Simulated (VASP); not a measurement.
# NaF (Villiaumite) (Fm-3m) in VASP: further runs

The runs below take NaF (Villiaumite) through relaxation of the atoms, with PBE+D3(BJ).

All numbers are computed with VASP 6.6.1; they aren't measurements. Logs are shortened: lines on timing, memory, paths and dates and some standing lists are left out, and cuts for length are marked.

## (1) Starting point

Symmetry: Fm-3m, No. 225, cubic system. The conventional cell has a = 4.624 Å, b = 4.624 Å, c = 4.624 Å, α = 90.00°, β = 90.00°, γ = 90.00°. Na (site symmetry m-3m) has 6 F at 2.31 Å as nearest neighbours. F (site symmetry m-3m) has 6 Na at 2.31 Å as nearest neighbours.

## (2) Relaxation of the atoms, PBE+D3(BJ) (a relaxed cell with its volume scaled by 0.98)

The input, INCAR:

```
SYSTEM = NaF
PREC = Accurate ; ENCUT = 600
EDIFF = 1E-7 ; ISMEAR = 0
SIGMA = 0.03 ; LREAL = .FALSE.
LASPH = .TRUE. ; NELM = 80
ALGO = Normal ; ISIF = 2
LWAVE = .FALSE. ; LCHARG = .FALSE.
GGA = PE ; IVDW = 12
IBRION = 2 ; NSW = 40
EDIFFG = -0.01
```

The input, KPOINTS:

```
Automatic mesh
0
G
  10 10 10
  0 0 0
```

The input, POSCAR:

```
NaF                                     
1.0
    0.0000000000      2.2965129171      2.2965129171
    2.2965129171      0.0000000000      2.2965129171
    2.2965129171      2.2965129171      0.0000000000
  Na              F             
     1     1
Direct
     0.0000000000000000    0.0000000000000000    0.0000000000000000
     0.5000000000000000    0.5000000000000000    0.5000000000000000
```

Potentials or basis: VASP PAW PBE potentials, release 64 (Na_pv, F).

The run is started by

```sh
cat potpaw_PBE.64/Na_pv/POTCAR potpaw_PBE.64/F/POTCAR > POTCAR
mpirun -np 1 vasp_std > vasp.out
```

OUTCAR:

```text
SYSTEM = NaF
   PREC = Accurate
   ENCUT = 600
   EDIFF = 1E-7
   ISMEAR = 0
   LREAL = .FALSE.
   LASPH = .TRUE.
   NELM = 80
   ISIF = 2
   GGA = PE
   IVDW = 12
   IBRION = 2
   NSW = 40
   EDIFFG = -0.01
 IVDW          = 12

 ion  position               nearest neighbor table
   1  0.000  0.000  0.000-   2 2.30   2 2.30   2 2.30   2 2.30   2 2.30   2 2.30
   2  0.500  0.500  0.500-   1 2.30   1 2.30   1 2.30   1 2.30   1 2.30   1 2.30

  LATTYP: Found a face centered cubic cell.
 ALAT       =     4.5930258342

  Lattice vectors:

 A1 = (   0.0000000000,   2.2965129171,   2.2965129171)
 A2 = (   2.2965129171,   0.0000000000,   2.2965129171)
 A3 = (   2.2965129171,   2.2965129171,   0.0000000000)

Analysis of symmetry for initial positions (statically):
=====================================================================
 Subroutine PRICEL returns:
 Original cell was already a primitive cell.

 Routine SETGRP: Setting up the symmetry group for a
 face centered cubic supercell.

 Subroutine GETGRP returns: Found 48 space group operations
 (whereof 48 operations were pure point group operations)
 out of a pool of 48 trial point group operations.

The static configuration has the point symmetry O_h .

Analysis of symmetry for dynamics (positions and initial velocities):
=====================================================================
 Subroutine PRICEL returns:
 Original cell was already a primitive cell.

 Routine SETGRP: Setting up the symmetry group for a
 face centered cubic supercell.

 Subroutine GETGRP returns: Found 48 space group operations
 (whereof 48 operations were pure point group operations)
 out of a pool of 48 trial point group operations.

The dynamic configuration has the point symmetry O_h .

 Subroutine INISYM returns: Found 48 space group operations
 (whereof 48 operations are pure point group operations),
 and found     1 'primitive' translations

----------------------------------------------------------------------------------------

                                     Primitive cell

  volume of cell :      24.2235

  direct lattice vectors                    reciprocal lattice vectors
     0.000000000  2.296512917  2.296512917    -0.217721397  0.217721397  0.217721397
     2.296512917  0.000000000  2.296512917     0.217721397 -0.217721397  0.217721397
     2.296512917  2.296512917  0.000000000     0.217721397  0.217721397 -0.217721397

  length of vectors
     3.247759714  3.247759714  3.247759714     0.377104521  0.377104521  0.377104521

  position of ions in fractional coordinates (direct lattice)
     0.000000000  0.000000000  0.000000000
     0.500000000  0.500000000  0.500000000

  ion indices of the primitive-cell ions
   primitive index   ion index
                 1           1
                 2           2

----------------------------------------------------------------------------------------

 KPOINTS: Automatic mesh

Automatic generation of k-mesh.
 Grid dimensions read from file:
 generate k-points for:   10   10   10

 Generating k-lattice:

  Cartesian coordinates                     Fractional coordinates (reciprocal lattice)
    -0.021772140  0.021772140  0.021772140     0.100000000  0.000000000  0.000000000
     0.021772140 -0.021772140  0.021772140     0.000000000  0.100000000  0.000000000
     0.021772140  0.021772140 -0.021772140     0.000000000  0.000000000  0.100000000

  Length of vectors
     0.037710452  0.037710452  0.037710452

  Shift w.r.t. Gamma in fractional coordinates (k-lattice)
     0.000000000  0.000000000  0.000000000

 Subroutine IBZKPT returns following result:
 ===========================================

 Found     47 irreducible k-points:

 Following reciprocal coordinates:
            Coordinates               Weight
  0.000000  0.000000  0.000000      1.000000
  0.100000  0.000000  0.000000      8.000000
  0.200000  0.000000  0.000000      8.000000
  0.300000  0.000000  0.000000      8.000000
  0.400000  0.000000  0.000000      8.000000
  0.500000  0.000000  0.000000      4.000000
[... 16 lines left out ...]
  0.300000  0.300000  0.000000      6.000000
  0.400000  0.300000  0.000000     24.000000
 [... further k-points ...]
   k-points           NKPTS =     47   k-points in BZ     NKDIM =     47   number of bands    NBANDS=     11
   number of dos      NEDOS =    301   number of ions     NIONS =      2
   total plane-waves  NPLWV =  21952
   dimension x,y,z NGX =    28 NGY =   28 NGZ =   28
   dimension x,y,z NGXF=    56 NGYF=   56 NGZF=   56
   ions per type =               1   1
   NGX,Y,Z   is equivalent  to a cutoff of  14.33, 14.33, 14.33 a.u.
   NGXF,Y,Z  is equivalent  to a cutoff of  28.67, 28.67, 28.67 a.u.
 SYSTEM =  NaF
   PREC   = accura    normal or accurate (medium, high low for compatibility)
   ISTART =      0    job   : 0-new  1-cont  2-samecut
   ICHARG =      2    charge: 1-file 2-atom 10-const
   ISPIN  =      1    spin polarized calculation?
   LNONCOLLINEAR =      F non collinear calculations
   LSORBIT =      F    spin-orbit coupling
   LASPH  =      T    aspherical Exc in radial PAW
   ENCUT  =  600.0 eV  44.10 Ry    6.64 a.u.   6.49  6.49  6.49*2*pi/ulx,y,z
   NELM   =     80;   NELMIN=  2; NELMDL= -5     # of ELM steps
   EDIFF  = 0.1E-06   stopping-criterion for ELM
   LREAL  =      F    real-space projection
   EDIFFG = -.1E-01   stopping-criterion for IOM
   NSW    =     40    number of steps for IOM
   IBRION =      2    ionic relax: 0-MD 1-quasi-New 2-CG
   NFREE  =      1    steps in history (QN), initial steepest desc. (CG)
   ISIF   =      2    stress and relaxation
   ISYM   =      2    0-nonsym 1-usesym 2-fastsym
   POTIM  = 0.5000    time-step for ionic-motion
   TEBEG  =    0.0;   TEEND  =   0.0 temperature during run
   PSTRESS=    0.0 pullay stress
   NELECT =      14.0000    total number of electrons
   NUPDOWN=      -1.0000    fix difference up-down
   EMIN   =  10.00;   EMAX   =-10.00  energy-range for DOS
   EFERMI =   0.00;   METHOD = LEGACY
   ISMEAR =     0;   SIGMA  =   0.03  broadening in eV -4-tet -1-fermi 0-gaus
   EFERMI_NEDOS =   21; number of points for ismear=-14 and -15
   IALGO  =     38    algorithm
   IMIX   =      4    mixing-type and parameters
     AMIX     =   0.40;   BMIX     =  1.00
     AMIX_MAG =   1.60;   BMIX_MAG =  1.00
  volume/ion in A,a.u.               =      12.11        81.73
  Fermi-wavevector in a.u.,A,eV,Ry     =   1.363657  2.576939 25.300872  1.859562
  Thomas-Fermi vector in A             =   2.490041
   LORBIT       =      0    0 simple, 1 ext, 2 COOP (PROOUT), +10 PAW based schemes
   GGA     = PE    functional components
   LHFCALC =     F    Hartree Fock is set to
   AEXX    =    0.0000 exact exchange contribution
   IVDW    =    12    specifies the selected vdW correction
   LEPSILON=     F    determine dielectric tensor
   LRPA    =     F    only Hartree local field effects (RPA)
 conjugate gradient relaxation of ions
 non-spin polarized calculation
 Gauss-broadening in eV      SIGMA  =   0.03
  energy-cutoff  :      600.00
  volume of cell :       24.22
 maximum number of plane-waves:       869
 NGX is ok and might be reduce to    28
   NGX = 13   NGY = 13   NGZ = 13

 number of electron      14.0000002 magnetization

 Free energy of the ion-electron system (eV)
  ---------------------------------------------------
  ext. energy  EPLUGINS =         0.00000000
  ---------------------------------------------------
  free energy    TOTEN  =        -8.55096289 eV

  energy without entropy =       -8.55096289  energy(sigma->0) =       -8.55096289

 E-fermi :  -1.7767     XC(G=0):  -9.2823

 val. band max:       -1.9688068453   @ k =   0.0000   0.0000   0.0000
 cond. band min:       4.4798337795   @ k =   0.0000   0.0000   0.0000
 fundamental gap:      6.4486406248
 Fermi energy:        -1.7766679103

 k-point     1 :       0.0000    0.0000    0.0000
  band No.  band energies     occupation
      1     -21.1878      2.00000
      2     -20.8343      2.00000
      3     -20.8343      2.00000
      4     -20.8343      2.00000
      5      -1.9688      2.00000
      6      -1.9688      2.00000
      7      -1.9688      2.00000
      8       4.4798      0.00000
      9      17.2014      0.00000
     10      17.2014      0.00000
     11      17.2014      0.00000

 k-point     2 :       0.1000    0.0000    0.0000
  band No.  band energies     occupation
      1     -21.3171      2.00000
      2     -20.8355      2.00000
      3     -20.8355      2.00000
      4     -20.6908      2.00000
      5      -2.1715      2.00000
      6      -1.9946      2.00000
      7      -1.9946      2.00000
      8       4.8444      0.00000
      9      15.9134      0.00000
     10      17.3647      0.00000
     11      17.3647      0.00000

 k-point     3 :       0.2000    0.0000    0.0000
  band No.  band energies     occupation
      1     -21.5090      2.00000
      2     -20.8388      2.00000
      3     -20.8388      2.00000
      4     -20.4617      2.00000
      5      -2.6399      2.00000
      6      -2.0624      2.00000
      7      -2.0624      2.00000
      8       5.7819      0.00000
      9      14.1491      0.00000
     10      17.7784      0.00000
     11      17.7784      0.00000
[... 267 lines left out ...]
 k-point    23 :       0.3000    0.3000    0.0000
  band No.  band energies     occupation
      1     -21.4421      2.00000
      2     -20.8720      2.00000
      3     -20.8720      2.00000
      4     -20.4670      2.00000
      5      -3.0677      2.00000
      6      -2.2519      2.00000
      7      -2.2519      2.00000
      8       7.7964      0.00000
      9      12.5430      0.00000
     10      16.1937      0.00000
     11      17.8551      0.00000

 k-point    24 :       0.4000    0.3000    0.0000
  band No.  band energies     occupation
      1     -21.4117      2.00000
      2     -20.8866      2.00000
      3     -20.8778      2.00000
      4     -20.4797      2.00000
      5      -3.1817      2.00000
      6      -2.3636      2.00000
      7      -2.3057      2.00000
      8       8.8127      0.00000
      9      12.0005      0.00000
     10      15.0510      0.00000
     11      17.9550      0.00000

 [... further k-points ...]

------------------------ aborting loop because EDIFF is reached ----------------------------------------

 Edisp (eV)   -0.35690

 E8    (eV) :    -0.1540

  FORCE on cell =-STRESS in cart. coord.  units (eV):
  Direction    XX          YY          ZZ          XY          YZ          ZX
  --------------------------------------------------------------------------------------
  -------------------------------------------------------------------------------------
  Total       0.15452     0.15452     0.15452     0.00000     0.00000     0.00000
  in kB      10.21989    10.21989    10.21989     0.00000     0.00000     0.00000
  external pressure =       10.22 kB  Pullay stress =        0.00 kB

 VOLUME and BASIS-vectors are now :
 -----------------------------------------------------------------------------
  energy-cutoff  :      600.00
  volume of cell :       24.22
      direct lattice vectors                 reciprocal lattice vectors
     0.000000000  2.296512917  2.296512917    -0.217721397  0.217721397  0.217721397
     2.296512917  0.000000000  2.296512917     0.217721397 -0.217721397  0.217721397
     2.296512917  2.296512917  0.000000000     0.217721397  0.217721397 -0.217721397

 POSITION                                       TOTAL-FORCE (eV/Angst)
 -----------------------------------------------------------------------------------
      0.00000      0.00000      0.00000         0.000000     -0.000000     -0.000000
      2.29651      2.29651      2.29651         0.000000      0.000000      0.000000
 -----------------------------------------------------------------------------------
    total drift:                                0.000000      0.000000      0.000000

  FREE ENERGIE OF THE ION-ELECTRON SYSTEM (eV)
  ---------------------------------------------------
  free  energy   TOTEN  =        -8.9078664381 eV

  energy  without entropy=       -8.9078664381  energy(sigma->0) =       -8.90786644

 reached required accuracy - stopping structural energy minimisation
```

Wall time 10 s (1 thread of Intel Xeon 6975P-C (Granite Rapids), shared host); peak memory 0.16 GiB.

What came out:

```
Free energy                : -8.9079 eV
Pressure after relaxing    : 1.0 GPa
Band gap on the k mesh     : 6.45 eV, direct
Dispersion energy per atom : -0.178 eV
```

Final structure:
```xyz
2
Lattice="0.0000 2.2965 2.2965 2.2965 0.0000 2.2965 2.2965 2.2965 0.0000" Properties=species:S:1:pos:R:3 pbc="T T T"
Na    0.0000    0.0000    0.0000
F     2.2965    2.2965    2.2965
```

Caveat: the relaxation stopped at its first step, so nothing moved. A k mesh can miss the band edges.

(Part 1 of 3 ends here.)
